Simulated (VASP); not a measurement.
# Si (I4_1/amd) in VASP: a series of runs, part 6 of 6

VASP 6.6.1.

### Step 87. Equation of state, PBE, 15.40 Å³/atom

INCAR reads:

```
SYSTEM = Si
PREC = Accurate
ENCUT = 900
EDIFF = 1E-6
ISMEAR = 0
SIGMA = 0.05
LREAL = .FALSE.
LASPH = .TRUE.
NELM = 100
ALGO = Normal
ISIF = 2
LWAVE = .FALSE.
LCHARG = .FALSE.
GGA = PE
ADDGRID = .FALSE.
```

KPOINTS reads:

```
Automatic mesh
0
G
  6 6 6
  0 0 0
```

POSCAR reads:

```
Si
1.0
   -2.3948527653      2.3948527653      1.3424272893
    2.3948527653     -2.3948527653      1.3424272893
    2.3948527653      2.3948527653     -1.3424272893
Si
2
Direct
    0.5000000000      0.5000000000      0.0000000000
    0.2500000000      0.7500000000      0.5000000000
```

Potentials or basis: VASP PAW PBE potentials, release 64 (Si).

Launch:

```sh
$ cat potpaw_PBE.64/Si/POTCAR > POTCAR
$ mpirun -np 1 vasp_std > vasp.out
```

It took 8 s on 1 thread of Intel Xeon Platinum 8488C (Sapphire Rapids), shared host; peak memory 0.19 GiB.

The run converged, but some of its settings lie outside the range that counts as converged, so its numbers aren't taken as properties of the crystal.

Results:

```
Free energy            : -10.2083 eV
Pressure               : -0.5 GPa
Band gap on the k mesh : none (metal or under the smearing width)
```

Caveat: the k mesh is coarse (spacing up to 0.45 Å⁻¹), so the values aren't converged.

### Step 88. Equation of state, PBE, 14.50 Å³/atom

INCAR, as its differences from that of step 87:

```diff
@@ -2,3 +2,3 @@
 PREC = Accurate
-ENCUT = 900
+ENCUT = 700
 EDIFF = 1E-6
```

KPOINTS reads:

```
Automatic mesh
0
G
  7 7 7
  0 0 0
```

POSCAR reads:

```
Si
1.0
   -2.3474174111      2.3474174111      1.3158375487
    2.3474174111     -2.3474174111      1.3158375487
    2.3474174111      2.3474174111     -1.3158375487
Si
2
Direct
    0.5000000000      0.5000000000      0.0000000000
    0.2500000000      0.7500000000      0.5000000000
```

Launch:

```sh
$ cat potpaw_PBE.64/Si/POTCAR > POTCAR
$ mpirun -np 1 vasp_std > vasp.out
```

Run time: 6.8 s. Hardware: 1 thread of Intel Xeon Platinum 8488C (Sapphire Rapids), shared host; peak memory 0.17 GiB.

The run converged, but some of its settings lie outside the range that counts as converged, so its numbers aren't taken as properties of the crystal.

What came out:

* Free energy: -10.2671 eV
* Pressure: 7.2 GPa
* Band gap on the k mesh: none (metal or under the smearing width)

Caveat: the k mesh is coarse (spacing up to 0.39 Å⁻¹), so the values aren't converged.

### Step 89. Equation of state, PBE, 15.40 Å³/atom

INCAR is that of step 88.

KPOINTS is that of step 88.

POSCAR reads:

```
Si
1.0
   -2.3948527653      2.3948527653      1.3424272893
    2.3948527653     -2.3948527653      1.3424272893
    2.3948527653      2.3948527653     -1.3424272893
Si
2
Direct
    0.5000000000      0.5000000000      0.0000000000
    0.2500000000      0.7500000000      0.5000000000
```

Launch:

```sh
$ cat potpaw_PBE.64/Si/POTCAR > POTCAR
$ mpirun -np 1 vasp_std > vasp.out
```

Run time: 6.7 s. Hardware: 1 thread of Intel Xeon Platinum 8488C (Sapphire Rapids), shared host; peak memory 0.17 GiB.

These settings aren't checked as converged: the numbers below hold their error.

What came out:

```yaml
Free_energy: -10.3041 eV
Pressure: -0.2 GPa
Band_gap_on_the_k_mesh: none (metal or under the smearing width)
```

Caveat: the k mesh is coarse (spacing up to 0.38 Å⁻¹), so the values aren't converged.

### Step 90. Equation of state, PBE, 14.50 Å³/atom

INCAR, as its differences from that of step 89:

```diff
@@ -2,3 +2,3 @@
 PREC = Accurate
-ENCUT = 700
+ENCUT = 550
 EDIFF = 1E-6
```

KPOINTS reads:

```
Automatic mesh
0
G
  8 8 8
  0 0 0
```

POSCAR reads:

```
Si
1.0
   -2.3474174111      2.3474174111      1.3158375487
    2.3474174111     -2.3474174111      1.3158375487
    2.3474174111      2.3474174111     -1.3158375487
Si
2
Direct
    0.5000000000      0.5000000000      0.0000000000
    0.2500000000      0.7500000000      0.5000000000
```

Potentials or basis: VASP PAW PBE potentials, release 64 (Si).

Launch:

```sh
$ cat potpaw_PBE.64/Si/POTCAR > POTCAR
$ mpirun -np 1 vasp_std > vasp.out
```

It took 8.1 s on 1 thread of Intel Xeon Platinum 8488C (Sapphire Rapids), shared host; peak memory 0.15 GiB.

These settings aren't checked as converged: the numbers below hold their error.

What came out:

| Property | Result |
| --- | --- |
| Free energy | -10.2210 eV |
| Pressure | 7.3 GPa |
| Band gap on the k mesh | none (metal or under the smearing width) |

### Step 91. Equation of state, PBE, 15.40 Å³/atom

INCAR is that of step 90.

KPOINTS is that of step 90.

POSCAR reads:

```
Si
1.0
   -2.3948527653      2.3948527653      1.3424272893
    2.3948527653     -2.3948527653      1.3424272893
    2.3948527653      2.3948527653     -1.3424272893
Si
2
Direct
    0.5000000000      0.5000000000      0.0000000000
    0.2500000000      0.7500000000      0.5000000000
```

Launch:

```sh
$ cat potpaw_PBE.64/Si/POTCAR > POTCAR
$ mpirun -np 1 vasp_std > vasp.out
```

Run time: 8 s. Hardware: 1 thread of Intel Xeon Platinum 8488C (Sapphire Rapids), shared host; peak memory 0.15 GiB.

The run converged, but some of its settings lie outside the range that counts as converged, so its numbers aren't taken as properties of the crystal.

Results:

```
Free energy            : -10.2593 eV
Pressure               : -0.1 GPa
Band gap on the k mesh : none (metal or under the smearing width)
```

### Step 92. Optical spectrum, LDA

INCAR reads:

```
SYSTEM = Si
PREC = Accurate
ENCUT = 520
EDIFF = 1E-6
ISMEAR = 0
SIGMA = 0.02
LREAL = .FALSE.
LASPH = .TRUE.
NELM = 100
ALGO = Fast
ISIF = 2
LWAVE = .FALSE.
LCHARG = .FALSE.
LOPTICS = .TRUE.
NBANDS = 36
NEDOS = 1000
CSHIFT = 0.1
```

KPOINTS reads:

```
Automatic mesh
0
G
  11 11 11
  0 0 0
```

POSCAR reads:

```
Si
1.0
   -2.3713723045      2.3713723045      1.3292653899
    2.3713723045     -2.3713723045      1.3292653899
    2.3713723045      2.3713723045     -1.3292653899
Si
2
Direct
    0.5000000000      0.5000000000      0.0000000000
    0.2500000000      0.7500000000      0.5000000000
```

Potentials or basis: VASP PAW LDA potentials, release 64 (Si).

Launch:

```sh
$ cat potpaw_LDA.64/Si/POTCAR > POTCAR
$ mpirun -np 1 vasp_std > vasp.out
```

OUTCAR:

```text
SYSTEM = Si
   PREC = Accurate
   ENCUT = 520
   EDIFF = 1E-6
   ISMEAR = 0
   LREAL = .FALSE.
   LASPH = .TRUE.
   NELM = 100
   ISIF = 2

 ion  position               nearest neighbor table
   1  0.500  0.500  0.000-   2 2.46   2 2.46   2 2.46   2 2.46   2 3.10   2 3.10   2 3.10   2 3.10

   2  0.250  0.750  0.500-   1 2.46   1 2.46   1 2.46   1 2.46   1 3.10   1 3.10   1 3.10   1 3.10

[... 804 lines left out ...]
     3.19274   -16.95446   -16.95446   -18.53604    -0.00000    -0.00000     0.00000
     3.99092   -12.61761   -12.61761   -10.58179    -0.00000     0.00000     0.00000
[... 92 lines left out ...]
    78.22206     0.96089     0.96089     0.96451    -0.00000     0.00000    -0.00000
    79.02024     0.96170     0.96170     0.96524    -0.00000     0.00000    -0.00000

  frequency dependent IMAGINARY DIELECTRIC FUNCTION (independent particle, no local field effects) current-current
     E(ev)      X         Y         Z        XY        YZ        ZX
  --------------------------------------------------------------------------------------------------------------
     0.00000    95.43418    95.43418    89.13861    -0.00000    -0.00000     0.00000
     0.79818    17.88931    17.88931    17.84870    -0.00000    -0.00000     0.00000
     1.59637    43.84007    43.84007    39.08224    -0.00000    -0.00000     0.00000
     2.39455    35.93499    35.93499    40.33761    -0.00000    -0.00000     0.00000
     3.19274    17.11815    17.11815    21.35214    -0.00000    -0.00000    -0.00000
     3.99092    13.10767    13.10767    10.67150    -0.00000    -0.00000     0.00000
[... 92 lines left out ...]
    78.22206     0.00000     0.00000     0.00000     0.00000    -0.00000     0.00000
    79.02024     0.00000     0.00000     0.00000     0.00000    -0.00000     0.00000

  frequency dependent      REAL DIELECTRIC FUNCTION (independent particle, no local field effects) current-current
     E(ev)        X           Y           Z          XY          YZ          ZX
  --------------------------------------------------------------------------------------------------------------
     0.00000    38.02229    38.02229    35.95115     0.00000    -0.00000     0.00000
     0.79818    32.33328    32.33328    47.64473     0.00000    -0.00000     0.00000
     1.59637    34.20611    34.20611    31.72722    -0.00000     0.00000    -0.00000
     2.39455    -4.45078    -4.45078     3.59661     0.00000     0.00000    -0.00000
     3.19274   -17.98499   -17.98499   -19.86682    -0.00000    -0.00000    -0.00000
     3.99092   -13.24262   -13.24262   -11.08171     0.00000     0.00000    -0.00000
[... 92 lines left out ...]
    78.22206     0.96099     0.96099     0.96459     0.00000     0.00000    -0.00000
    79.02024     0.96180     0.96180     0.96532     0.00000     0.00000    -0.00000
```

Wall time 84 s (1 thread of Intel Xeon Platinum 8375C at 2.90GHz (Ice Lake), shared host); peak memory 0.23 GiB.

What came out:

- Free energy: -11.4886 eV
- Pressure: -0.7 GPa
- Band gap on the k mesh: none (metal or under the smearing width)

Dielectric function (mean over the directions given):
| energy (eV) | real part | imaginary part |
| --- | --- | --- |
| 0.32 | 40.18 | 1.65 |
| 1.28 | 31.29 | 33.09 |
| 2.31 | 2.36 | 38.04 |
| 3.35 | -11.51 | 13.46 |
| 4.39 | -9.47 | 7.08 |
| 5.43 | -7.70 | 4.25 |
| 6.47 | -4.32 | 2.34 |
| 7.50 | -3.37 | 1.75 |
| 8.54 | -2.25 | 0.83 |
| 9.58 | -1.55 | 0.60 |
| 10.62 | -1.12 | 0.38 |
| 11.65 | -0.77 | 0.30 |
| 12.69 | -0.44 | 0.24 |
| 13.73 | -0.21 | 0.18 |
| 14.77 | -0.08 | 0.13 |
| 15.80 | 0.07 | 0.10 |
| 16.84 | 0.17 | 0.09 |
| 17.88 | 0.28 | 0.08 |
| 18.92 | 0.36 | 0.06 |
| 19.95 | 0.43 | 0.05 |

Caveat: spectra need much finer meshes, so this one isn't converged; independent-particle spectra lack excitons; the intraband (Drude) part of a metal's response may be missing.
